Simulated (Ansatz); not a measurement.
**Ta2N monolayer: phonons and vibrational spectra**

How does Ta2N monolayer vibrate, and is this structure a minimum?

Program: Ansatz 0.2.0. Level of theory: DFT PBE, scalar-relativistic, plane waves, PAW. Results are calculated unless marked as measured.

Report form: the programs' logs are mostly left out.

## 1. Starting point

The cell holds 3 atoms: 1 N and 2 Ta. Cell: a = 3.100 Å, b = 3.100 Å, c = 20.000 Å, α = 90.0°, β = 90.0°, γ = 120.0°. Vacuum lies along c.

## 2. Coarse relaxation

A rough relaxation comes first, because large forces or stress need no tight tolerances yet.

The program solves this slab on a cell height of its own, 28.6 Å, in place of the one typed.

Contents of input.yaml:

```yaml
crystal:
  lattice:
    - [3.1, 0.0, 0.0]
    - [-1.55, 2.68468, 0.0]
    - [0.0, 0.0, 20.0]
  atoms:
    - { symbol: "N", position: [0.0, 0.0, 0.5] }
    - { symbol: Ta, position: [0.333333, 0.666667, 0.56] }
    - { symbol: Ta, position: [0.666667, 0.333333, 0.44] }
  periodic: [true, true, false]
kpoints:
  mp_grid: { grid: [9, 9, 1] }
hamiltonian:
  xc: pbe
scf:
  occupations: { method: gaussian, width: 0.1 }
output:
  forces: true
  stress: true
  eigenvalues: true
relax:
  adjacent_minimum: "off"
  f_tol: 0.05
  max_steps: 80
  cell: { stress_2d_tol: 0.02 }
```

Started as:

```bash
> ansatz run input.yaml --threads 4 --pin off --max-ram 14336MiB --backend cpu --events-out ev --progress --plain --runs-dir out
```

Elapsed: 8 s, on 4 threads of Arm Neoverse V1, shared host; peak memory 0.54 GiB.

Relaxation path:

| step | energy less that of the first step (eV) | largest force component (eV/Å) | volume (Å³) |
| --- | --- | --- | --- |
| 1 | 0.0000 | 0.7027 | 238.02 |
| 2 | -0.0199 | 0.3865 | 236.66 |
| 3 | -0.0259 | 0.0431 | 236.27 |
| 4 | -0.0259 | 0.0036 | 236.70 |
| 5 | -0.0260 | 0.0000 | 236.63 |
| 6* | -0.0255 | 0.0000 | 236.63 |

Relaxation steps marked * repeat the geometry before them on a plane-wave basis chosen anew for their cell, so energy and pressure can jump there.

Forces are held to the 12 operations that the run works with; a distortion that breaks them can't arise in this run.

| cell as run | before | after | change |
| --- | --- | --- | --- |
| a (Å) | 3.100 | 3.091 | -0.3 % |
| b (Å) | 3.100 | 3.091 | -0.3 % |

The atoms that moved most (Å, along periodic axes as changes of fractional coordinates times the final cell, across vacuum about the mean position):

| atom | dx | dy | dz | length |
| --- | --- | --- | --- | --- |
| Ta3 | 0.000 | 0.000 | 0.029 | 0.029 |
| Ta2 | 0.000 | 0.000 | -0.029 | 0.029 |

Final coordinates:

```xyz
3
Lattice="3.0909 0.0000 0.0000 -1.5455 2.6768 0.0000 0.0000 0.0000 28.6000" Properties=species:S:1:pos:R:3
N     0.0000    0.0000   10.0000
Ta    0.0000    1.7846   11.1708
Ta    1.5455    0.8923    8.8292
```

Numbers from this step:

```
gap on the k-mesh : 0 eV
area per atom     : 2.758 Å²
```

## 3. Bringing the structure to rest

The cell and atoms are relaxed, since residual forces and stress would shift the frequencies.

Contents of input.yaml:

```yaml
crystal:
  lattice:
    - [3.0909417586, 0.0, 0.0]
    - [-1.5454708793, 2.6768340845, 0.0]
    - [0.0, 0.0, 28.6]
  atoms:
    - { symbol: "N", position: [0.0, 0.0, 0.3496503497] }
    - { symbol: Ta, position: [0.3333333333, 0.6666666667, 0.3905878151] }
    - { symbol: Ta, position: [0.6666666667, 0.3333333333, 0.3087128842] }
  periodic: [true, true, false]
kpoints:
  mp_grid: { grid: [15, 15, 1] }
hamiltonian:
  xc: pbe
scf:
  occupations: { method: gaussian, width: 0.1 }
output:
  forces: true
  stress: true
  eigenvalues: true
  write_density: true
  write_potential: true
  elf: true
  volumetric_format: npy
relax:
  adjacent_minimum: "off"
  f_tol: 0.005
  max_steps: 80
  cell: { stress_2d_tol: 0.02 }
```

Elapsed: 11 s, on 4 threads; peak memory 0.58 GiB; 42 s of CPU time.

Little changed from the start: no atom moved by 0.005 Å and no cell edge by 0.1 %.

Numbers from this step:

```
area per atom : 2.757 Å²
```

ELF in the ac plane at fractional y = 0.333, with atoms of Ta within 0.2 Å of it. It is the smooth field of the valence electrons, not physical close to the nuclei.

Ten even steps from '_' (0.00) to '@' (0.78), each cell a mean:
```
________________________________
________________________________
________________________________
________________________________
________________________________
________________________________
________________________________
________________________________
________________________________
________________________________
________________________________
________________________________
............::::------==----::::
--::::::::--==**%%@@@@@@@@%%##++
::--------::::--==**######++--::
==++++**++==--------======------
::::====--::--##%%##++==**%%%%==
--++####**==::::::::------::::::
..::::::::::....______________..
________________________________
________________________________
________________________________
________________________________
________________________________
```
Columns run along a (3.1 Å), rows up along c (28.6 Å). Atoms in or near the plane, at fractional coordinates: Ta at (0.67, 0.31).

Electrostatic potential energy in the ac plane at fractional y = 0.333, with atoms of Ta within 0.2 Å of it. With pseudopotentials it is smooth inside the atoms' cores, unlike the true potential.

Values in eV, 24 rows by 16 columns, each cell a mean:
```
  0   0   0   0   0   0   0   0   0   0   0   0   0   0   0   0
  0   0   0   0   0   0   0   0   0   0   0   0   0   0   0   0
  0   0   0   0   0   0   0   0   0   0   0   0   0   0   0   0
  0   0   0   0   0   0   0   0   0   0   0   0   0   0   0   0
  0   0   0   0   0   0   0   0   0   0   0   0   0   0   0   0
  0   0   0   0   0   0   0   0   0   0   0   0   0   0   0   0
  0   0   0   0   0   0   0   0   0   0   0   0   0   0   0   0
  0   0   0   0   0   0   0   0   0   0   0   0   0   0   0   0
  0   0   0   0   0   0   0   0   0   0   0   0   0   0   0   0
  0   0   0   0   0   0   0   0   0   0   0   0   0   0   0   0
  0   0   0   0   0   0   0   0   0   0   0   0   0   0   0   0
  0   0   0   0   0   0   0   0   0   0   0   0   0   0   0   0
  0   0   0   0   0   0   0   0   0   0   0   0   0   0   0   0
 -4  -5  -6  -6  -5  -5  -4  -2  -2  -1  -1  -1  -1  -1  -2  -3
-16 -20 -23 -24 -22 -18 -13  -9  -6  -5  -4  -3  -4  -6  -8 -11
-10 -10 -11 -11 -10 -10 -10 -12 -13 -14 -15 -15 -14 -14 -12 -10
-16  -9  -7  -6  -8 -13 -23 -27 -27 -27 -27 -27 -27 -27 -27 -25
 -5  -3  -2  -2  -3  -4  -6  -9 -12 -14 -15 -15 -15 -13 -11  -7
  0   0   0   0   0   0   0  -1  -1  -1  -1  -1  -1  -1  -1  -1
  0   0   0   0   0   0   0   0   0   0   0   0   0   0   0   0
  0   0   0   0   0   0   0   0   0   0   0   0   0   0   0   0
  0   0   0   0   0   0   0   0   0   0   0   0   0   0   0   0
  0   0   0   0   0   0   0   0   0   0   0   0   0   0   0   0
  0   0   0   0   0   0   0   0   0   0   0   0   0   0   0   0
```
Columns run along a (3.1 Å; values clipped at the 3rd and 97th percentile), rows up along c (28.6 Å). Atoms in or near the plane, at fractional coordinates: Ta at (0.67, 0.31).

Valence density in the ac plane at fractional y = 0.333, with atoms of Ta within 0.2 Å of it. It is the smooth field of the valence electrons, not physical close to the nuclei.

Values in e/Å³, 24 rows by 16 columns, each cell a mean:
```
0.0 0.0 0.0 0.0 0.0 0.0 0.0 0.0 0.0 0.0 0.0 0.0 0.0 0.0 0.0 0.0
0.0 0.0 0.0 0.0 0.0 0.0 0.0 0.0 0.0 0.0 0.0 0.0 0.0 0.0 0.0 0.0
0.0 0.0 0.0 0.0 0.0 0.0 0.0 0.0 0.0 0.0 0.0 0.0 0.0 0.0 0.0 0.0
0.0 0.0 0.0 0.0 0.0 0.0 0.0 0.0 0.0 0.0 0.0 0.0 0.0 0.0 0.0 0.0
0.0 0.0 0.0 0.0 0.0 0.0 0.0 0.0 0.0 0.0 0.0 0.0 0.0 0.0 0.0 0.0
0.0 0.0 0.0 0.0 0.0 0.0 0.0 0.0 0.0 0.0 0.0 0.0 0.0 0.0 0.0 0.0
0.0 0.0 0.0 0.0 0.0 0.0 0.0 0.0 0.0 0.0 0.0 0.0 0.0 0.0 0.0 0.0
0.0 0.0 0.0 0.0 0.0 0.0 0.0 0.0 0.0 0.0 0.0 0.0 0.0 0.0 0.0 0.0
0.0 0.0 0.0 0.0 0.0 0.0 0.0 0.0 0.0 0.0 0.0 0.0 0.0 0.0 0.0 0.0
0.0 0.0 0.0 0.0 0.0 0.0 0.0 0.0 0.0 0.0 0.0 0.0 0.0 0.0 0.0 0.0
0.0 0.0 0.0 0.0 0.0 0.0 0.0 0.0 0.0 0.0 0.0 0.0 0.0 0.0 0.0 0.0
0.0 0.0 0.0 0.0 0.0 0.0 0.0 0.0 0.0 0.0 0.0 0.0 0.0 0.0 0.0 0.0
0.0 0.0 0.0 0.0 0.0 0.0 0.0 0.0 0.0 0.0 0.0 0.0 0.0 0.0 0.0 0.0
0.1 0.1 0.1 0.1 0.1 0.1 0.1 0.1 0.1 0.1 0.1 0.1 0.1 0.1 0.1 0.1
0.5 0.6 0.8 0.9 0.7 0.6 0.4 0.3 0.3 0.2 0.2 0.2 0.2 0.2 0.3 0.3
0.5 0.5 0.6 0.6 0.6 0.5 0.4 0.4 0.5 0.6 0.7 0.8 0.7 0.5 0.4 0.4
0.5 0.3 0.3 0.3 0.3 0.4 0.8 1.8 3.2 4.0 4.0 4.0 4.1 3.6 2.3 1.0
0.1 0.1 0.1 0.1 0.1 0.1 0.1 0.2 0.4 0.5 0.7 0.7 0.6 0.4 0.3 0.2
0.0 0.0 0.0 0.0 0.0 0.0 0.0 0.0 0.0 0.0 0.0 0.0 0.0 0.0 0.0 0.0
0.0 0.0 0.0 0.0 0.0 0.0 0.0 0.0 0.0 0.0 0.0 0.0 0.0 0.0 0.0 0.0
0.0 0.0 0.0 0.0 0.0 0.0 0.0 0.0 0.0 0.0 0.0 0.0 0.0 0.0 0.0 0.0
0.0 0.0 0.0 0.0 0.0 0.0 0.0 0.0 0.0 0.0 0.0 0.0 0.0 0.0 0.0 0.0
0.0 0.0 0.0 0.0 0.0 0.0 0.0 0.0 0.0 0.0 0.0 0.0 0.0 0.0 0.0 0.0
0.0 0.0 0.0 0.0 0.0 0.0 0.0 0.0 0.0 0.0 0.0 0.0 0.0 0.0 0.0 0.0
```
Columns run along a (3.1 Å), rows up along c (28.6 Å). Atoms in or near the plane, at fractional coordinates: Ta at (0.67, 0.31).

## 4. Relaxing to small forces for the phonons

Phonons need a cell at rest on their own settings, so the relaxation is repeated with tight tolerances on forces and stress on the k mesh and occupations of the first response run.

Contents of input.yaml:

```yaml
crystal:
  lattice:
    - [3.0901557329, 0.0, 0.0]
    - [-1.5450778664, 2.6761533663, 0.0]
    - [0.0, 0.0, 28.6]
  atoms:
    - { symbol: "N", position: [0.0, 0.0, 0.3496503497] }
    - { symbol: Ta, position: [0.3333333333, 0.6666666667, 0.3906180817] }
    - { symbol: Ta, position: [0.6666666667, 0.3333333333, 0.3086826176] }
  periodic: [true, true, false]
kpoints:
  mp_grid: { grid: [18, 18, 1] }
hamiltonian:
  xc: pbe
scf:
  occupations: { method: methfessel_paxton, width: 0.2 }
output:
  forces: true
  stress: true
  eigenvalues: true
relax:
  adjacent_minimum: "off"
  f_tol: 0.001
  max_steps: 60
  cell: { stress_2d_tol: 0.002 }
```

It took 16 s on 4 threads; peak memory 0.61 GiB.

Little changed from the start: no atom moved by 0.005 Å and no cell edge by 0.1 %.

This step gave:

* area per atom: 2.761 Å²

The largest force component left is 0.28 meV/Å, within the tolerances set.

## 5. Zone-centre response

The zone centre comes first: it holds the modes that light can see, as far as symmetry allows. No field response is asked, since the mesh shows no gap.

input.yaml, the sections that differ from step 4:

```yaml
crystal:
  lattice:
    - [3.0925915406, 0.0, 0.0]
    - [-1.5462957703, 2.6782628377, 0.0]
    - [0.0, 0.0, 28.6]
  atoms:
    - { symbol: "N", position: [0.0, 0.0, 0.3496503497] }
    - { symbol: Ta, position: [0.3333333333, 0.6666666667, 0.3905031094] }
    - { symbol: Ta, position: [0.6666666667, 0.3333333333, 0.30879759] }
  periodic: [true, true, false]
output:
  eigenvalues: true
phonons:
  method: dfpt
# kpoints, hamiltonian, scf: as in step 4
# relax: removed
```

Wall time 94 s (4 threads); peak memory 1.6 GiB.

Numbers from this step:

| Property | Result |
| --- | --- |
| sum-rule residual before enforcement | 9.69e-6 eV/Å² |
| point group | -3m |
| highest optical mode at the zone centre (no LO-TO term) | 562.6 cm⁻¹ |
| lowest optical zone-centre mode | 112.4 cm⁻¹ |

Patterns of degenerate modes are one choice out of their space. Modes at Γ, with each element's share of the kinetic energy:

| mode | frequency (cm⁻¹) | symmetry | N % | Ta % |
| --- | --- | --- | --- | --- |
| 1 | 0.0 | acoustic | 4 | 96 |
| 2 | 0.0 | acoustic | 4 | 96 |
| 3 | 0.0 | acoustic | 4 | 96 |
| 4 | 112.4 | Eg | 0 | 100 |
| 5 | 112.4 | Eg | 0 | 100 |
| 6 | 177.9 | A1g | 0 | 100 |
| 7 | 513.4 | Eu | 96 | 4 |
| 8 | 513.4 | Eu | 96 | 4 |
| 9 | 562.6 | A2u | 96 | 4 |

Displacements in mode 4 (112.4 cm⁻¹), the largest set to 1:
```
N1   0.00  0.00  0.00
Ta2  0.00 -1.00  0.00
Ta3  0.00  1.00  0.00
```

Displacements in mode 8 (513.4 cm⁻¹), the largest set to 1:
```
N1   0.00  1.00  0.00
Ta2  0.00 -0.04  0.00
Ta3  0.00 -0.04  0.00
```

Before it was imposed, the acoustic sum rule was missed by 9.7e-6 eV/Å². Small misses are needed for a sound result but don't prove that mesh and cutoff are converged. The lowest optical mode is real, 112 cm⁻¹.

## 6. Phonons on a q mesh

Stability and thermal properties need the whole zone. Linear response on a 6×6×1 q mesh gives force constants as far as a supercell of that size would.

Changes to input.yaml since step 5:

```diff
@@ -20 +20,10 @@
   method: dfpt
+  qmesh: [6, 6, 1]
+  temperatures: { t_max: 1000, t_step: 50 }
+  qpath:
+    path:
+      - [0.0, 0.0, 0.0]
+      - [0.5, 0.0, 0.0]
+      - [0.33333333, 0.33333333, 0.0]
+      - [0.0, 0.0, 0.0]
+    npoints: 10
```

The job ended after 22 min (4 threads; peak memory 3.3 GiB; 88 min of CPU time).

Numbers from this step:

| Item | Value |
| --- | --- |
| sum-rule residual before enforcement | 4.53e-5 eV/Å² |
| lowest frequency on the path | -3.272 cm⁻¹ |
| highest frequency on the path or at a solved wavevector | 562.6 cm⁻¹ |
| mean frequency | 251.1 cm⁻¹ |
| lowest mode on the q mesh (acoustic modes at Γ apart) | 29.51 cm⁻¹ |
| zero-point energy per atom | 46.62 meV |
| heat capacity at 300 K | 21.21 J/(mol atoms K) |
| vibrational entropy at 300 K | 30.05 J/(mol atoms K) |
| edges of the widest gap between branches, on path and mesh | 185.1, 482.6 cm⁻¹ |

Frequencies (cm⁻¹) solved at each irreducible wavevector; negative means imaginary. Frequencies by wavevector, by row:

| q in reciprocal lattice units | star | mode 1 | mode 2 | mode 3 | mode 4 | mode 5 | mode 6 | mode 7 | mode 8 | mode 9 |
| --- | --- | --- | --- | --- | --- | --- | --- | --- | --- | --- |
| 0 0 0 | 1 | 0 | 0 | 0 | 112.4 | 112.4 | 177.9 | 513.4 | 513.4 | 562.6 |
| 0 0.1667 0 | 6 | 29.5 | 61.8 | 87.6 | 112.6 | 114.4 | 175.8 | 504.1 | 506.6 | 545.4 |
| 0 0.3333 0 | 6 | 88.8 | 100.5 | 109.5 | 122.3 | 125.5 | 174.5 | 509 | 525 | 533.7 |
| 0 -0.5 0 | 3 | 87.7 | 105 | 110.3 | 123.1 | 127.3 | 185.1 | 482.6 | 525.8 | 547.9 |
| 0.1667 0.1667 0 | 6 | 68.9 | 97.2 | 107.4 | 119.5 | 121.2 | 175.9 | 503.1 | 517.6 | 534.6 |
| 0.1667 0.3333 0 | 12 | 102.7 | 109.3 | 109.9 | 122.6 | 135.1 | 173.7 | 494.9 | 516.8 | 530.8 |
| 0.3333 0.3333 0 | 2 | 105.3 | 121.3 | 121.3 | 137.2 | 137.2 | 167.8 | 519.3 | 519.3 | 531.9 |

Interpolated from a 6×6×1 q mesh. Phonon branches along the path, in cm⁻¹:

| point | branch 1 | branch 2 | branch 3 | branch 4 | branch 5 | branch 6 | branch 7 | branch 8 | branch 9 |
| --- | --- | --- | --- | --- | --- | --- | --- | --- | --- |
| Γ | 0 | 0 | 0 | 112 | 112 | 178 | 513 | 513 | 563 |
| halfway | 59 | 87 | 110 | 114 | 121 | 173 | 512 | 513 | 538 |
| M | 88 | 105 | 110 | 123 | 127 | 185 | 483 | 526 | 548 |
| halfway | 100 | 116 | 116 | 122 | 133 | 176 | 497 | 518 | 529 |
| K | 105 | 121 | 121 | 137 | 137 | 168 | 519 | 519 | 532 |
| halfway | 69 | 97 | 107 | 120 | 121 | 176 | 503 | 518 | 535 |
| Γ | 0 | 0 | 0 | 112 | 112 | 178 | 513 | 513 | 563 |

The phonon density of states has structure finer than the step of the table below, so its rows give means over 25 cm⁻¹, whole bins alone (the curve runs from -2.5 to 562 cm⁻¹). Peaks (cm⁻¹: height): 107.5: 0.167, 177.5: 0.0816, 507.5: 0.0803, 532.5: 0.0986.

Tetrahedra on a 24×24×1 mesh, mean over bins of 5 cm-1. Interpolated from a 6×6×1 q mesh. Phonon density of states against wavenumber; means over each step:

wavenumber (cm⁻¹), phonon density of states (1/cm⁻¹/cell) and a bar:
```
       25      0.005 ##
       50      0.009 ###
       75      0.014 #####
      100      0.082 ##############################
      125      0.082 ##############################
      150      0.006 ##
      175      0.040 ###############
      200      0.000 
      225      0.000 
      250      0.000 
      275      0.000 
      300      0.000 
      325      0.000 
      350      0.000 
      375      0.000 
      400      0.000 
      425      0.000 
      450      0.000 
      475      0.002 #
      500      0.047 #################
      525      0.058 #####################
      550      0.013 #####
```

The partial phonon density of states has structure finer than the step of the table below, so its rows give means over 20 cm⁻¹, whole bins alone (the curve runs from -13.3 to 590 cm⁻¹). Peaks (cm⁻¹: height): N 509.9: 0.0688, 532.6: 0.0647; Ta 111.8: 0.144, 176.3: 0.0703.

Phonopy on the run's constants, 21x21x1 mesh, Gaussian sigma 4.3 cm-1. Interpolated from a 6×6×1 q mesh. The partial phonon density of states by wavenumber; means over each step; values in 1/cm⁻¹/cell:

| wavenumber (cm⁻¹) | N | Ta |
| --- | --- | --- |
| 0 | 8.0e-5 | 0.00201 |
| 20 | 1.9e-4 | 0.00469 |
| 40 | 3.0e-4 | 0.00711 |
| 60 | 4.1e-4 | 0.00989 |
| 80 | 7.2e-4 | 0.0168 |
| 100 | 0.00239 | 0.0749 |
| 120 | 0.00239 | 0.106 |
| 140 | 5.6e-4 | 0.0215 |
| 160 | 3.1e-5 | 0.00991 |
| 180 | 9.0e-5 | 0.0395 |
| 200 | 3.5e-7 | 4.7e-4 |
| 220 | 0 | 0 |
| 240 | 0 | 0 |
| 260 | 0 | 0 |
| 280 | 0 | 0 |
| 300 | 0 | 0 |
| 320 | 0 | 0 |
| 340 | 0 | 0 |
| 360 | 0 | 0 |
| 380 | 0 | 0 |
| 400 | 0 | 0 |
| 420 | 0 | 0 |
| 440 | 0 | 0 |
| 460 | 2.3e-6 | 4.5e-7 |
| 480 | 0.00445 | 4.3e-4 |
| 500 | 0.0444 | 0.00251 |
| 520 | 0.0541 | 0.00232 |
| 540 | 0.0362 | 0.00178 |
| 560 | 0.00373 | 1.6e-4 |

Harmonic thermodynamic functions per atom, from the density of states. Interpolated from a 6×6×1 q mesh. Thermodynamic functions, by row:

| T (K) | F_vib (meV/atom) | S (J/mol-atom/K) | C_V (J/mol-atom/K) |
| --- | --- | --- | --- |
| 0 | 46.62 | 0 | 0 |
| 100 | 42.14 | 10.98 | 13.31 |
| 200 | 24.71 | 21.98 | 18.49 |
| 300 | -2.44 | 30.05 | 21.21 |
| 400 | -36.98 | 36.37 | 22.59 |
| 500 | -77.41 | 41.5 | 23.35 |
| 600 | -122.7 | 45.8 | 23.79 |
| 700 | -172.1 | 49.49 | 24.07 |
| 800 | -225.1 | 52.71 | 24.26 |
| 900 | -281.3 | 55.58 | 24.39 |
| 1000 | -340.2 | 58.15 | 24.48 |

Symmetry leaves 7 wavevectors to solve. The lowest mode among them, the acoustic zeros apart, lies at q = (0, 0.167, 0) and is real, 29.5 cm⁻¹.

## 7. Another isotope

An isotope changes the mass and not the force constants, so no new electronic calculation is needed; the shifts show which modes move this element.

The same force constants with the mass of N changed from 14.007 to 15.000 u (phonopy, no LO-TO term). Both lists are sorted by frequency; levels can cross, so a row need not hold one and the same mode. Modes under 3 cm⁻¹ are left out. Isotope shifts, by row:

| q | rank | natural mass (cm⁻¹) | changed mass (cm⁻¹) |
| --- | --- | --- | --- |
| 0 0 0 | 4 | 112.4 | 112.4 |
| 0 0 0 | 5 | 112.4 | 112.4 |
| 0 0 0 | 6 | 177.9 | 177.9 |
| 0 0 0 | 7 | 513.4 | 496.8 |
| 0 0 0 | 8 | 513.4 | 496.8 |
| 0 0 0 | 9 | 562.6 | 544.4 |
| 0 0.1667 0 | 1 | 29.51 | 29.46 |
| 0 0.1667 0 | 2 | 61.8 | 61.72 |
| 0 0.1667 0 | 3 | 87.59 | 87.5 |
| 0 0.1667 0 | 4 | 112.6 | 112.6 |
| 0 0.1667 0 | 5 | 114.4 | 114.4 |
| 0 0.1667 0 | 6 | 175.8 | 175.8 |
| 0 0.1667 0 | 7 | 504.1 | 487.7 |
| 0 0.1667 0 | 8 | 506.6 | 490.2 |
| 0 0.1667 0 | 9 | 545.4 | 527.9 |
| 0 0.3333 0 | 1 | 88.84 | 88.72 |
| 0 0.3333 0 | 2 | 100.5 | 100.5 |
| 0 0.3333 0 | 3 | 109.5 | 109.4 |
| 0 0.3333 0 | 4 | 122.3 | 122.2 |
| 0 0.3333 0 | 5 | 125.5 | 125.3 |
| 0 0.3333 0 | 6 | 174.5 | 174.5 |
| 0 0.3333 0 | 7 | 509 | 492.6 |
| 0 0.3333 0 | 8 | 525 | 508.1 |
| 0 0.3333 0 | 9 | 533.7 | 516.7 |
| 0 -0.5 0 | 1 | 87.71 | 87.41 |
| 0 -0.5 0 | 2 | 105 | 105 |
| 0 -0.5 0 | 3 | 110.3 | 110.2 |
| 0 -0.5 0 | 4 | 123.1 | 122.9 |
| 0 -0.5 0 | 5 | 127.3 | 127.3 |
| 0 -0.5 0 | 6 | 185.1 | 185.1 |
| 0 -0.5 0 | 7 | 482.6 | 467.9 |
| 0 -0.5 0 | 8 | 525.8 | 508.6 |
| 0 -0.5 0 | 9 | 547.9 | 530.1 |

A mode of this element alone would shift by -3.37 %. The highest zone-centre frequency without the field goes from 562.6 to 544.4 cm⁻¹ (-3.2 %). The product of the frequency ratios over all optical modes at Γ is 0.906; the product rule, (m/m′)^(3k/2) (M′/M)^(3/2) with k = 1 such atoms and M the mass of the cell, gives 0.906.

## 8. Summary of results

- space group after relaxation (within 0.01 Å): P-3m1
- area per atom: 2.76 Å²
- electronic character: no gap on this mesh
- highest optical mode at the zone centre (no LO-TO term): 563 cm⁻¹
- lowest optical zone-centre mode: 112 cm⁻¹
- lowest mode on the q mesh (acoustic modes at Γ apart): 29.5 cm⁻¹
- highest frequency on the path or at a solved wavevector: 563 cm⁻¹
- zero-point energy per atom: 46.6 meV
- heat capacity at 300 K: 21.2 J/(mol atoms K)
- vibrational entropy at 300 K: 30.1 J/(mol atoms K)
- imaginary modes on the 6×6×1 q mesh: none

What this shows: No mode is imaginary at the 7 irreducible wavevectors solved, but between them the interpolated path dips to 3.3i cm⁻¹, so stability is not settled. The optical modes at Γ span 112 to 563 cm⁻¹. The highest mode in this list at Γ, 562.6 cm⁻¹, is mostly motion of N (96 % of the kinetic energy). On the path and the mesh, the widest gap between branches runs from 185 to 483 cm⁻¹. With no gap, or one that is small against the smearing, the frequencies hang on the k mesh and the smearing, most of all near Kohn anomalies. The phonon runs are without spin polarisation, although the cell has an odd electron count. In a sheet or slab the interpolated bending branch near Γ is rough, since the rotational sum rule isn't imposed. Spin-orbit coupling is left out, which can matter for the heavy elements here. A phonon run warned that its eigensolver left some bands unconverged in a pass. The starting cell was built on a prototype and not taken from a measurement. These are harmonic frequencies at zero temperature: anharmonic shifts, linewidths and thermal expansion are left out.

[Logs are printed without paths, hosts, clocks, repeated set-up lines and the standing remarks that a program may print on its own settings, such as how far it seeks lower states.]

[Hosts, paths, dates, database ids (printed as entryN), source tags and the programs' standing remarks are cut or masked in the printed files.]
